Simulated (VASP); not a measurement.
# Ta (Im-3m) in VASP: further runs

Runs on Ta. Level: PBE. Tasks: relaxation of cell and atoms, vibrations by finite differences.

All numbers are computed with VASP 6.6.1; they aren't measurements. Logs are shortened: lines on timing, memory, paths and dates and some standing lists are left out, and cuts for length are marked.

## 1. The structure

It takes space group Im-3m (No. 229, cubic). The conventional cell has a = 3.303 Å, b = 3.303 Å, c = 3.303 Å, α = 90.00°, β = 90.00°, γ = 90.00°. Ta (site symmetry m-3m) is surrounded by 8 Ta at 2.86 Å.

## 2. Relaxation of cell and atoms, PBE

Input file INCAR:

```
PREC     = Accurate       # precision mode
ENCUT    = 520            # plane-wave cutoff, eV
EDIFF    = 1E-7           # SCF threshold, eV
ISMEAR   = 0              # smearing method
SIGMA    = 0.1            # smearing width, eV
LREAL    = False          # projectors in reciprocal space
LASPH    = True           # aspherical terms in the spheres
NELM     = 80             # most SCF steps
ALGO     = Fast           # electronic algorithm
ISIF     = 3              # what is computed and relaxed
LWAVE    = False          # write WAVECAR
LCHARG   = False          # write CHGCAR
GGA      = PE             # functional
IBRION   = 2              # ionic algorithm
NSW      = 80             # ionic steps
EDIFFG   = -0.002         # ionic threshold
```

Input file KPOINTS:

```
regular mesh
0
Gamma
  6 6 6
```

Input file POSCAR:

```
Ta
1.0
   -1.6512800000      1.6512800000      1.6512800000
    1.6512800000     -1.6512800000      1.6512800000
    1.6512800000      1.6512800000     -1.6512800000
Ta
1
Direct
    0.0000000000      0.0000000000      0.0000000000
```

Potentials or basis: VASP PAW PBE potentials, release 64 (Ta_pv).

The run is started by

```
$ cat potpaw_PBE.64/Ta_pv/POTCAR > POTCAR
$ mpirun -np 1 vasp_std > vasp.out
```

OUTCAR:

```text
PREC = Accurate
   ENCUT = 520
   EDIFF = 1E-7
   ISMEAR = 0
   LREAL = False
   LASPH = True
   NELM = 80
   ISIF = 3
   GGA = PE
   IBRION = 2
   NSW = 80
   EDIFFG = -0.002

 ion  position               nearest neighbor table
   1  0.000  0.000  0.000-

  LATTYP: Found a body centered cubic cell.
 ALAT       =     3.3025600000

  Lattice vectors:

 A1 = (  -1.6512800000,   1.6512800000,   1.6512800000)
 A2 = (   1.6512800000,  -1.6512800000,   1.6512800000)
 A3 = (   1.6512800000,   1.6512800000,  -1.6512800000)

Analysis of symmetry for initial positions (statically):
=====================================================================
 Subroutine PRICEL returns:
 Original cell was already a primitive cell.

 Routine SETGRP: Setting up the symmetry group for a
 body centered cubic supercell.

 Subroutine GETGRP returns: Found 48 space group operations
 (whereof 48 operations were pure point group operations)
 out of a pool of 48 trial point group operations.

The static configuration has the point symmetry O_h .

Analysis of symmetry for dynamics (positions and initial velocities):
=====================================================================
 Subroutine PRICEL returns:
 Original cell was already a primitive cell.

 Routine SETGRP: Setting up the symmetry group for a
 body centered cubic supercell.

 Subroutine GETGRP returns: Found 48 space group operations
 (whereof 48 operations were pure point group operations)
 out of a pool of 48 trial point group operations.

The dynamic configuration has the point symmetry O_h .

 Subroutine INISYM returns: Found 48 space group operations
 (whereof 48 operations are pure point group operations),
 and found     1 'primitive' translations

----------------------------------------------------------------------------------------

                                     Primitive cell

  volume of cell :      18.0104

  direct lattice vectors                    reciprocal lattice vectors
    -1.651280000  1.651280000  1.651280000     0.000000000  0.302795407  0.302795407
     1.651280000 -1.651280000  1.651280000     0.302795407  0.000000000  0.302795407
     1.651280000  1.651280000 -1.651280000     0.302795407  0.302795407  0.000000000

  length of vectors
     2.860100858  2.860100858  2.860100858     0.428217371  0.428217371  0.428217371

  position of ions in fractional coordinates (direct lattice)
     0.000000000  0.000000000  0.000000000

  ion indices of the primitive-cell ions
   primitive index   ion index
[... 73 lines left out ...]
   TEBEG  =    0.0;   TEEND  =   0.0 temperature during run
   PSTRESS=    0.0 pullay stress
   NELECT =      11.0000    total number of electrons
   NUPDOWN=      -1.0000    fix difference up-down
   EMIN   =  10.00;   EMAX   =-10.00  energy-range for DOS
   EFERMI =   0.00;   METHOD = LEGACY
   ISMEAR =     0;   SIGMA  =   0.10  broadening in eV -4-tet -1-fermi 0-gaus
   EFERMI_NEDOS =   21; number of points for ismear=-14 and -15
   IALGO  =     68    algorithm
   IMIX   =      4    mixing-type and parameters
     AMIX     =   0.40;   BMIX     =  1.00
     AMIX_MAG =   1.60;   BMIX_MAG =  1.00
  volume/ion in A,a.u.               =      18.01       121.54
  Fermi-wavevector in a.u.,A,eV,Ry     =   1.388988  2.624806 26.249534  1.929286
  Thomas-Fermi vector in A             =   2.513061
   LORBIT       =      0    0 simple, 1 ext, 2 COOP (PROOUT), +10 PAW based schemes
   GGA     = PE    functional components
   LHFCALC =     F    Hartree Fock is set to
   AEXX    =    0.0000 exact exchange contribution
   IVDW    =     0    specifies the selected vdW correction
   LEPSILON=     F    determine dielectric tensor
   LRPA    =     F    only Hartree local field effects (RPA)
 conjugate gradient relaxation of ions
 non-spin polarized calculation
 RMM-DIIS sequential band-by-band and
 Gauss-broadening in eV      SIGMA  =   0.10
  energy-cutoff  :      520.00
  volume of cell :       18.01
 maximum number of plane-waves:       498
 NGX is ok and might be reduce to    24
   NGX = 11   NGY = 11   NGZ = 11

--------------------------------------- Ionic step        1  -------------------------------------------

 number of electron      11.0000002 magnetization

 Free energy of the ion-electron system (eV)
  ---------------------------------------------------
  ext. energy  EPLUGINS =         0.00000000
  ---------------------------------------------------
  free energy    TOTEN  =       -11.73382486 eV

  energy without entropy =      -11.71421927  energy(sigma->0) =      -11.72402206

------------------------ aborting loop because EDIFF is reached ----------------------------------------

  FORCE on cell =-STRESS in cart. coord.  units (eV):
  Direction    XX          YY          ZZ          XY          YZ          ZX
  --------------------------------------------------------------------------------------
  -------------------------------------------------------------------------------------
  Total        0.6185566      0.6185566      0.6185566      0.0000000      0.0000000      0.0000000
  in kB       55.0259911     55.0259911     55.0259911      0.0000000      0.0000000      0.0000000
  external PRESSURE =      55.0259911 kB  Pullay stress =       0.0000000 kB
[... 86 lines left out ...]
  FREE ENERGIE OF THE ION-ELECTRON SYSTEM (eV)
  ---------------------------------------------------
  free  energy   TOTEN  =       -11.7425361357 eV

  energy  without entropy=      -11.7258289104  energy(sigma->0) =      -11.73418252

[... ionic steps 4 to 13 ...]

--------------------------------------- Ionic step       14  -------------------------------------------

 number of electron      10.9999999 magnetization

------------------------ aborting loop because EDIFF is reached ----------------------------------------
[... 65 lines left out ...]
--------------------------------------- Ionic step       16  -------------------------------------------

 number of electron      10.9999999 magnetization

 Free energy of the ion-electron system (eV)
  ---------------------------------------------------
  ext. energy  EPLUGINS =         0.00000000
  ---------------------------------------------------
  free energy    TOTEN  =       -11.74253841 eV

  energy without entropy =      -11.72580457  energy(sigma->0) =      -11.73417149

 E-fermi :   5.1991     XC(G=0): -12.4824

 val. band max:        5.1594010490   @ k =   0.3333   0.1667   0.0000
 cond. band min:       5.2278804435   @ k =   0.3333   0.0000   0.0000
 fundamental gap:      0.0684793945
 Fermi energy:         5.1991016980

 k-point     1 :       0.0000    0.0000    0.0000
  band No.  band energies     occupation
      1     -27.9686      2.00000
      2     -27.9686      2.00000
      3     -27.9686      2.00000
      4      -2.5455      2.00000
      5       5.9704      0.00000
      6       5.9704      0.00000
      7       5.9704      0.00000
      8       9.1477      0.00000
      9       9.1477      0.00000
[... 206 lines left out ...]
  FREE ENERGIE OF THE ION-ELECTRON SYSTEM (eV)
  ---------------------------------------------------
  free  energy   TOTEN  =       -11.7425384060 eV

  energy  without entropy=      -11.7258045741  energy(sigma->0) =      -11.73417149

 reached required accuracy - stopping structural energy minimisation
```

OSZICAR:

```text
N       E                     dE             d eps       ncg     rms          rms(c)
DAV:   1     0.446266029838E+02    0.44627E+02   -0.66687E+03   288   0.118E+03
DAV:   2    -0.115573015999E+02   -0.56184E+02   -0.55684E+02   351   0.243E+02
DAV:   3    -0.122145321743E+02   -0.65723E+00   -0.64624E+00   315   0.266E+01
DAV:   4    -0.122196035036E+02   -0.50713E-02   -0.50682E-02   340   0.218E+00
[... 87 lines left out ...]
  15 F= -.11742538E+02 E0= -.11734168E+02  d E =-.141621E-06
       N       E                     dE             d eps       ncg     rms          rms(c)
DAV:   1    -0.117425387252E+02   -0.25642E-06   -0.84320E-06   291   0.429E-02    0.448E-03
RMM:   2    -0.117425384827E+02    0.24249E-06   -0.29382E-07   218   0.613E-03    0.148E-03
RMM:   3    -0.117425384060E+02    0.76689E-07   -0.21352E-07   201   0.471E-03
  16 F= -.11742538E+02 E0= -.11734171E+02  d E =-.139316E-06
```

CONTCAR:

```text
Ta
   1.00000000000000
    -1.6668715873313200    1.6668715873313198    1.6668715873313200
     1.6668715873313200   -1.6668715873313198    1.6668715873313200
     1.6668715873313200    1.6668715873313198   -1.6668715873313200
  Ta
     1
Direct
     0.0000000000000000    0.0000000000000000    0.0000000000000000

  0.00000000E+00  0.00000000E+00  0.00000000E+00
```

Run time: 26 s. Hardware: 1 thread of AMD EPYC 7R13 (Zen 3), shared host; peak memory 0.12 GiB.

Results:

| Quantity | Value |
| --- | --- |
| Free energy | -11.7425 eV |
| Relaxed volume | 18.53 Å³/atom |
| Relaxed cell | a = 2.887 Å, b = 2.887 Å, c = 2.887 Å, α = 109.47°, β = 109.47°, γ = 109.47° |
| Space group after relaxing (to 0.05 Å) | Im-3m (No. 229) |
| Energy gained by relaxing | 8.7 meV/atom |
| Ionic steps | 16 |
| Pressure after relaxing | 0.0 GPa |
| Band gap on the k mesh | none (metal or under the smearing width) |

The path:
| step | energy change (eV) | largest force (eV/Å) | pressure (GPa) | volume (Å³) |
| --- | --- | --- | --- | --- |
| 1 | 0.0000 | 0.0000 | 5.50 | 18.01 |
| 2 | 0.0299 | 0.0000 | -10.33 | 19.67 |
| 3 | -0.0087 | 0.0000 | -0.08 | 18.53 |
| 4 | -0.0087 | 0.0000 | 0.04 | 18.52 |
| 5 | -0.0087 | 0.0000 | 0.03 | 18.52 |
| 6 | -0.0087 | 0.0000 | 0.03 | 18.52 |
| 7 | -0.0087 | 0.0000 | 0.03 | 18.52 |
| 8 | -0.0087 | 0.0000 | 0.03 | 18.52 |
| 9 | -0.0087 | 0.0000 | 0.03 | 18.52 |
| 10 | -0.0087 | 0.0000 | 0.03 | 18.52 |
| 11 | -0.0087 | 0.0000 | 0.03 | 18.52 |
| 12 | -0.0087 | 0.0000 | 0.03 | 18.52 |
| 13 | -0.0087 | 0.0000 | 0.03 | 18.52 |
| 14 | -0.0087 | 0.0000 | 0.03 | 18.52 |
| 15 | -0.0087 | 0.0000 | 0.03 | 18.52 |
| 16 | -0.0087 | 0.0000 | 0.00 | 18.53 |

Final structure:
```yaml
crystal:
  lattice:
    - [-1.66687, 1.66687, 1.66687]
    - [1.66687, -1.66687, 1.66687]
    - [1.66687, 1.66687, -1.66687]
  atoms:
    - { symbol: Ta, position: [0.00000, 0.00000, 0.00000] }
```

Caveat: the k mesh is coarse (spacing up to 0.45 Å⁻¹), so the values aren't converged. Spin-orbit coupling is left out, which matters for the levels of Ta.

## 3. Relaxation of cell and atoms, PBE

This run uses another cell than the first one, of 18.53 Å³/atom, 1.029 times its volume.

INCAR is that of step 2.

KPOINTS is that of step 2.

Input file POSCAR:

```
Ta                                      
1.0
   -1.6668715873      1.6668715873      1.6668715873
    1.6668715873     -1.6668715873      1.6668715873
    1.6668715873      1.6668715873     -1.6668715873
  Ta            
     1
Direct
     0.0000000000000000    0.0000000000000000    0.0000000000000000
```

Potentials or basis: VASP PAW PBE potentials, release 64 (Ta_pv).

The run is started by

```
$ cat potpaw_PBE.64/Ta_pv/POTCAR > POTCAR
$ mpirun -np 1 vasp_std > vasp.out
```

Run time: 4.8 s. Hardware: 1 thread of AMD EPYC 7R13 (Zen 3), shared host; peak memory 0.11 GiB.

The run converged. Its results:

```
Free energy             : -11.7427 eV
Pressure after relaxing : 0.0 GPa
Band gap on the k mesh  : none (metal or under the smearing width)
```

Final structure:
```yaml
crystal:
  lattice:
    - [-1.66687, 1.66687, 1.66687]
    - [1.66687, -1.66687, 1.66687]
    - [1.66687, 1.66687, -1.66687]
  atoms:
    - { symbol: Ta, position: [0.00000, 0.00000, 0.00000] }
```

Levels at points of the mesh, in eV from the Fermi level:
```tsv
k point	band 3	band 4	band 5	band 6	band 7	band 8
(0.00, 0.00, 0.00)	-33.17	-7.74	0.77	0.77	0.77	3.95
(0.50, 0.00, 0.00)	-33.17	-4.20	-1.42	1.52	3.81	4.80
(0.50, 0.50, 0.50)	-33.91	-3.58	-3.58	6.64	6.64	6.64
```

Caveat: the k mesh is coarse (spacing up to 0.44 Å⁻¹), so the values aren't converged; the relaxation stopped at its first step, so nothing moved.

## 4. Vibrations by finite differences, PBE

This run uses another cell than the first one, of 18.53 Å³/atom, 1.029 times its volume.

Input file INCAR:

```
SYSTEM = Ta
  PREC = Accurate
  ENCUT = 520
  EDIFF = 1E-8
  ISMEAR = 0
  SIGMA = 0.1
  LREAL = .FALSE.
  LASPH = .TRUE.
  NELM = 80
  ALGO = Fast
  ISIF = 3
  LWAVE = .FALSE.
  LCHARG = .FALSE.
  GGA = PE
  IBRION = 6
  NFREE = 2
  POTIM = 0.015
  NSW = 1
```

Input file KPOINTS:

```
regular mesh
0
G
  6 6 6
  0 0 0
```

POSCAR is that of step 3.

The run is started by

```
$ cat potpaw_PBE.64/Ta_pv/POTCAR > POTCAR
$ mpirun -np 1 vasp_std > vasp.out
```

It took 1.7 min on 1 thread of AMD EPYC 7R13 (Zen 3), shared host; peak memory 0.13 GiB.

Results (log left out):

```yaml
Elastic_constants_C11_C12_C44: 175, 191, -26 GPa
Voigt_bulk_modulus: 186 GPa
```

Elastic tensor in Voigt notation (GPa, in the Cartesian axes of the cell as first typed):
```
175 191 191   0   0   0
191 175 191   0   0   0
191 191 175   0   0   0
  0   0   0 -26   0   0
  0   0   0   0 -26   0
  0   0   0   0   0 -26
```

Clamped-ion elastic tensor (GPa):
```
175 191 191   0   0   0
191 175 191   0   0   0
191 191 175   0   0   0
  0   0   0 -26   0   0
  0   0   0   0 -26   0
  0   0   0   0   0 -26
```

Caveat: the k mesh is coarse (spacing up to 0.44 Å⁻¹), so the values aren't converged; the elastic tensor has a negative eigenvalue, so either the cell is unstable as it stands or the mesh is too thin. Spin-orbit coupling is left out, which matters for the levels of Ta.
